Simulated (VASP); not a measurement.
# TaN (P6_3/mmc) in VASP: further runs, part 2 of 2

VASP 6.6.1.

**4. Relaxation of cell and atoms, optPBE-vdW**

Contents of INCAR:

```
SYSTEM = TaN
PREC     = Accurate       ! precision mode
ENCUT    = 600            ! plane-wave cutoff, eV
EDIFF    = 1E-7           ! SCF threshold, eV
ISMEAR   = -1             ! smearing method
SIGMA    = 0.05           ! smearing width, eV
LREAL    = .FALSE.        ! projectors in reciprocal space
LASPH    = .TRUE.         ! aspherical terms in the spheres
NELM     = 100            ! most SCF steps
ALGO     = Fast           ! electronic algorithm
ISIF     = 3              ! what is computed and relaxed
LWAVE    = .FALSE.        ! write WAVECAR
LCHARG   = .FALSE.        ! write CHGCAR
GGA      = OR             ! functional
LUSE_VDW = .TRUE.       
AGGAC    = 0.0          
IBRION   = 2              ! ionic algorithm
NSW      = 40             ! ionic steps
EDIFFG   = -0.005         ! ionic threshold
```

Contents of KPOINTS:

```
Automatic mesh
0
G
  10 10 5
  0 0 0
```

Contents of POSCAR:

```
TaN
1.0
    2.9217699809      0.0000000000      0.0000000000
   -1.4608849905      2.5303270275      0.0000000000
    0.0000000000      0.0000000000      5.9165150000
Ta N
2 2
Direct
    0.0000000000      0.0000000000      0.5000000000
    0.0000000000      0.0000000000      0.0000000000
    0.3333333333      0.6666666667      0.2500000000
    0.6666666667      0.3333333333      0.7500000000
```

Potentials or basis: VASP PAW PBE potentials, release 64 (Ta_pv, N).

Run with:

```
cat potpaw_PBE.64/Ta_pv/POTCAR potpaw_PBE.64/N/POTCAR > POTCAR
mpirun -np 1 vasp_std > vasp.out
```

OUTCAR:

```text
SYSTEM = TaN
   PREC = Accurate
   ENCUT = 600
   EDIFF = 1E-7
   ISMEAR = -1
   LREAL = .FALSE.
   LASPH = .TRUE.
   NELM = 100
   ISIF = 3
   GGA = OR
   IBRION = 2
   NSW = 40
   EDIFFG = -0.005

 ion  position               nearest neighbor table
   1  0.000  0.000  0.500-   3 2.24   4 2.24   4 2.24   3 2.24   4 2.24   3 2.24   2 2.96   2 2.96

   2  0.000  0.000  0.000-   3 2.24   4 2.24   4 2.24   3 2.24   4 2.24   3 2.24   1 2.96   1 2.96

   3  0.333  0.667  0.250-   1 2.24   2 2.24   1 2.24   2 2.24   1 2.24   2 2.24
   4  0.667  0.333  0.750-   1 2.24   2 2.24   1 2.24   2 2.24   1 2.24   2 2.24

  LATTYP: Found a hexagonal cell.
 ALAT       =     2.9217699809
 C/A-ratio  =     2.0249763119

  Lattice vectors:

 A1 = (   2.9217699809,   0.0000000000,   0.0000000000)
 A2 = (  -1.4608849905,   2.5303270275,   0.0000000000)
 A3 = (   0.0000000000,   0.0000000000,   5.9165150000)

Analysis of symmetry for initial positions (statically):
=====================================================================
 Subroutine PRICEL returns:
 Original cell was already a primitive cell.

 Routine SETGRP: Setting up the symmetry group for a
 hexagonal supercell.

 Subroutine GETGRP returns: Found 24 space group operations
[... 175 lines left out ...]

  energy without entropy =      -35.10712397  energy(sigma->0) =      -35.11223832

------------------------ aborting loop because EDIFF is reached ----------------------------------------

  FORCE on cell =-STRESS in cart. coord.  units (eV):
  Direction    XX          YY          ZZ          XY          YZ          ZX
  --------------------------------------------------------------------------------------
  -------------------------------------------------------------------------------------
  Total        0.5950569      0.5950569      0.9049874     -0.0000000      0.0000000      0.0000000
  in kB       21.7961823     21.7961823     33.1485457     -0.0000000      0.0000000      0.0000000
  external PRESSURE =      25.5803035 kB  Pullay stress =       0.0000000 kB
[... 67 lines left out ...]
--------------------------------------- Ionic step        3  -------------------------------------------

 number of electron      32.0000006 magnetization

 Free energy of the ion-electron system (eV)
  ---------------------------------------------------
  ext. energy  EPLUGINS =         0.00000000
  ---------------------------------------------------
  free energy    TOTEN  =       -35.12014831 eV

  energy without entropy =      -35.10984467  energy(sigma->0) =      -35.11499649

 E-fermi :   8.0115     XC(G=0): -13.1360

 val. band max:        7.9832324598   @ k =   0.1000   0.1000   0.4000
 cond. band min:       8.0167457984   @ k =   0.1000   0.0000   0.2000
 fundamental gap:      0.0335133386
 Fermi energy:         8.0114718981

 k-point     1 :       0.0000    0.0000    0.0000
  band No.  band energies     occupation
      1     -27.6598      2.00000
      2     -26.9531      2.00000
      3     -26.7059      2.00000
      4     -26.7059      2.00000
      5     -26.6485      2.00000
      6     -26.6485      2.00000
[... 541 lines left out ...]
     19      11.8471      0.00000
     20      12.6496      0.00000

 [... further k-points ...]
[... 5 lines left out ...]
  --------------------------------------------------------------------------------------
  -------------------------------------------------------------------------------------
  Total       -0.0157450     -0.0157450      0.0123150      0.0000000      0.0000000      0.0000000
  in kB       -0.5722648     -0.5722648      0.4475983      0.0000000      0.0000000      0.0000000
  external PRESSURE =      -0.2323105 kB  Pullay stress =       0.0000000 kB
[... 23 lines left out ...]
  energy  without entropy=      -35.1098446710  energy(sigma->0) =      -35.11499649

Total vdW correction in eV:      3.8262855

 reached required accuracy - stopping structural energy minimisation
```

It took 7.4 min on 1 thread of Intel Xeon Platinum 8259CL at 2.50GHz (Skylake/Cascade Lake), shared host; peak memory 0.38 GiB.

What came out:

```
Free energy                            : -35.1201 eV
Relaxed volume                         : 11.02 Å³/atom
Relaxed cell                           : a = 2.928 Å, b = 2.928 Å, c = 5.936 Å, α = 90.00°, β = 90.00°, γ = 120.00°
Space group after relaxing (to 0.05 Å) : P6_3/mmc (No. 194)
Energy gained by relaxing              : 0.7 meV/atom
Ionic steps                            : 3
Pressure after relaxing                : 0.0 GPa
Band gap on the k mesh                 : none (metal or under the smearing width)
```

Step by step:
| step | energy change (eV) | largest force (eV/Å) | pressure (GPa) | volume (Å³) |
| --- | --- | --- | --- | --- |
| 1 | 0.0000 | 0.0000 | 2.56 | 43.74 |
| 2 | 0.0112 | 0.0000 | -5.49 | 44.86 |
| 3 | -0.0028 | 0.0000 | -0.02 | 44.08 |

Final structure:
```yaml
crystal:
  lattice:
    - [2.92822, 0.00000, 0.00000]
    - [-1.46411, 2.53591, 0.00000]
    - [0.00000, 0.00000, 5.93637]
  atoms:
    - { symbol: Ta, position: [0.00000, 0.00000, 0.50000] }
    - { symbol: Ta, position: [0.00000, 0.00000, 0.00000] }
    - { symbol: N, position: [0.33333, 0.66667, 0.25000] }
    - { symbol: N, position: [0.66667, 0.33333, 0.75000] }
```

Levels at points of the mesh, in eV from the Fermi level:
| k point | band 12 | band 13 | band 14 | band 15 | band 16 | band 17 | band 18 | band 19 | band 20 |
| --- | --- | --- | --- | --- | --- | --- | --- | --- | --- |
| (0.00, 0.00, 0.00) | -4.21 | -3.45 | -1.97 | -1.97 | -0.22 | -0.22 | 0.55 | 0.55 | 2.25 |
| (0.50, 0.00, 0.00) | -5.30 | -4.10 | -3.61 | -2.77 | -2.09 | 2.80 | 3.87 | 4.69 | 5.03 |

Caveat: the PAW data sets were made with another functional, which shifts forces and pressure a little. Spin-orbit coupling is left out, which matters for the levels of Ta.

**5. Relaxation of cell and atoms, PBE**

Contents of INCAR:

```
PREC = Accurate
ENCUT = 600
EDIFF = 1E-7
ISMEAR = -1
SIGMA = 0.05
LREAL = False
LASPH = True
NELM = 80
ALGO = Normal
ISIF = 3
LWAVE = False
LCHARG = False
GGA = PE
IBRION = 2
NSW = 60
EDIFFG = -0.01
```

Contents of KPOINTS:

```
Automatic mesh
0
Gamma
  10 10 5
```

POSCAR is that of step 4.

Run with:

```
cat potpaw_PBE.64/Ta_pv/POTCAR potpaw_PBE.64/N/POTCAR > POTCAR
mpirun -np 1 vasp_std > vasp.out
```

Run time: 35 s. Hardware: 1 thread of Intel Xeon 6975P-C (Granite Rapids), shared host; peak memory 0.2 GiB.

The run converged. Its results:

```
Free energy                            : -44.0333 eV
Relaxed volume                         : 10.92 Å³/atom
Relaxed cell                           : a = 2.920 Å, b = 2.920 Å, c = 5.914 Å, α = 90.00°, β = 90.00°, γ = 120.00°
Space group after relaxing (to 0.05 Å) : P6_3/mmc (No. 194)
Energy gained by relaxing              : 0.0 meV/atom
Ionic steps                            : 3
Pressure after relaxing                : 0.0 GPa
Band gap on the k mesh                 : none (metal or under the smearing width)
```

Stress tensor (GPa, compression positive):
```
-0.02  0.00  0.00
 0.00 -0.02  0.00
 0.00  0.00  0.12
```

Step by step:
| step | energy change (eV) | largest force (eV/Å) | pressure (GPa) | volume (Å³) |
| --- | --- | --- | --- | --- |
| 1 | 0.0000 | 0.0000 | -0.47 | 43.74 |
| 2 | 0.0003 | 0.0000 | 1.05 | 43.54 |
| 3 | -0.0001 | 0.0000 | 0.02 | 43.67 |

Final structure:
```
CELL_PARAMETERS angstrom
2.92004 0.00000 0.00000
-1.46002 2.52883 0.00000
0.00000 0.00000 5.91438
ATOMIC_POSITIONS crystal
Ta 0.00000 0.00000 0.50000
Ta 0.00000 0.00000 0.00000
N 0.33333 0.66667 0.25000
N 0.66667 0.33333 0.75000
```

Levels at points of the mesh, in eV from the Fermi level:
```csv
k point,band 12,band 13,band 14,band 15,band 16,band 17,band 18,band 19,band 20
"(0.00, 0.00, 0.00)",-4.29,-3.50,-1.99,-1.99,-0.23,-0.23,0.56,0.56,2.34
"(0.50, 0.00, 0.00)",-5.38,-4.15,-3.70,-2.81,-2.12,2.84,3.94,4.81,5.13
```

**6. Relaxation of cell and atoms, LDA**

Contents of INCAR:

```
SYSTEM = TaN
ALGO     = Normal         ! electronic algorithm
EDIFF    = 1E-6           ! SCF threshold, eV
EDIFFG   = -0.01          ! ionic threshold
ENCUT    = 600            ! plane-wave cutoff, eV
IBRION   = 2              ! ionic algorithm
ISIF     = 3              ! what is computed and relaxed
ISMEAR   = -1             ! smearing method
LASPH    = .TRUE.         ! aspherical terms in the spheres
LCHARG   = .FALSE.        ! write CHGCAR
LREAL    = .FALSE.        ! projectors in reciprocal space
LWAVE    = .FALSE.        ! write WAVECAR
NELM     = 80             ! most SCF steps
NSW      = 40             ! ionic steps
PREC     = Accurate       ! precision mode
SIGMA    = 0.05           ! smearing width, eV
```

Contents of KPOINTS:

```
k-points
0
G
  10 10 5
  0 0 0
```

POSCAR is that of step 5.

Potentials or basis: VASP PAW LDA potentials, release 64 (Ta_pv, N).

Run with:

```
cat potpaw_LDA.64/Ta_pv/POTCAR potpaw_LDA.64/N/POTCAR > POTCAR
mpirun -np 1 vasp_std > vasp.out
```

Run time: 58 s. Hardware: 1 thread of Intel Xeon 6975P-C (Granite Rapids), shared host; peak memory 0.19 GiB.

The run converged. Its results:

```
Free energy                            : -48.6269 eV
Relaxed volume                         : 10.45 Å³/atom
Relaxed cell                           : a = 2.878 Å, b = 2.878 Å, c = 5.826 Å, α = 90.00°, β = 90.00°, γ = 120.00°
Space group after relaxing (to 0.05 Å) : P6_3/mmc (No. 194)
Energy gained by relaxing              : 24.2 meV/atom
Ionic steps                            : 9
Pressure after relaxing                : 0.0 GPa
Band gap on the k mesh                 : none (metal or under the smearing width)
```

The path:
| step | energy change (eV) | largest force (eV/Å) | pressure (GPa) | volume (Å³) |
| --- | --- | --- | --- | --- |
| 1 | 0.0000 | 0.0000 | -15.32 | 43.74 |
| 2 | 0.5591 | 0.0000 | 52.54 | 37.45 |
| 3 | -0.0962 | 0.0000 | -0.76 | 41.89 |
| 4 | -0.0964 | 0.0000 | -0.19 | 41.83 |
| 5 | -0.0964 | 0.0000 | 0.16 | 41.79 |
| 6 | -0.0965 | 0.0000 | 0.28 | 41.76 |
| 7 | -0.0966 | 0.0000 | 0.24 | 41.77 |
| 8 | -0.0966 | 0.0000 | -0.38 | 41.85 |
| 9 | -0.0966 | 0.0000 | -0.02 | 41.80 |

Final structure:
```xyz
4
Lattice="2.8782 0.0000 0.0000 -1.4391 2.4926 0.0000 0.0000 0.0000 5.8262" Properties=species:S:1:pos:R:3 pbc="T T T"
Ta    0.0000    0.0000    2.9131
Ta    0.0000    0.0000    0.0000
N     0.0000    1.6617    1.4566
N     1.4391    0.8309    4.3697
```

Levels at points of the mesh, in eV from the Fermi level:
| k point | band 12 | band 13 | band 14 | band 15 | band 16 | band 17 | band 18 | band 19 | band 20 |
| --- | --- | --- | --- | --- | --- | --- | --- | --- | --- |
| (0.00, 0.00, 0.00) | -4.47 | -3.51 | -1.99 | -1.99 | -0.27 | -0.27 | 0.55 | 0.55 | 2.50 |
| (0.50, 0.00, 0.00) | -5.43 | -4.08 | -3.91 | -2.80 | -2.23 | 2.95 | 4.32 | 5.10 | 5.57 |

**7. For comparison**

An earlier run on the cell as given: functional PBE; potentials or basis VASP PAW PBE potentials, release 64 (Ta_pv, N); cutoff 520 eV; k mesh 10 × 10 × 5; occupations fermi-dirac, width 0.05 eV; no spin polarisation.

* Pressure: -0.4 GPa
* Band gap on the k mesh: none (metal or under the smearing width)

**8. Overview**

| task | level | potentials or basis | cell | cutoff (eV) | gap on the mesh (eV) | pressure (GPa) | relaxed volume (Å³/atom) |
| --- | --- | --- | --- | --- | --- | --- | --- |
| relaxation of cell and atoms | optB88-vdW | VASP PAW PBE potentials, release 64 (Ta_pv, N) | relaxed | 600 | none | 0.0 | 10.93 |
| relaxation of cell and atoms | optB86b-vdW | VASP PAW PBE potentials, release 64 (Ta_pv, N) | relaxed | 600 | none | 0.1 | 10.80 |
| relaxation of cell and atoms | optPBE-vdW | VASP PAW PBE potentials, release 64 (Ta_pv, N) | relaxed | 600 | none | 0.0 | 11.02 |
| relaxation of cell and atoms | PBE | VASP PAW PBE potentials, release 64 (Ta_pv, N) | relaxed | 600 | none | 0.0 | 10.92 |
| relaxation of cell and atoms | LDA | VASP PAW LDA potentials, release 64 (Ta_pv, N) | relaxed | 600 | none | 0.0 | 10.45 |
| single point | PBE | VASP PAW PBE potentials, release 64 (Ta_pv, N) | as given | 520 | none | -0.4 | - |

Alike in all rows: no spin polarisation; k mesh 10 × 10 × 5; smearing fermi-dirac 0.05 eV.

Caveats: the PAW data sets were made with another functional, which shifts forces and pressure a little (some runs).

Absolute energies hang on the potentials; compare differences alone.
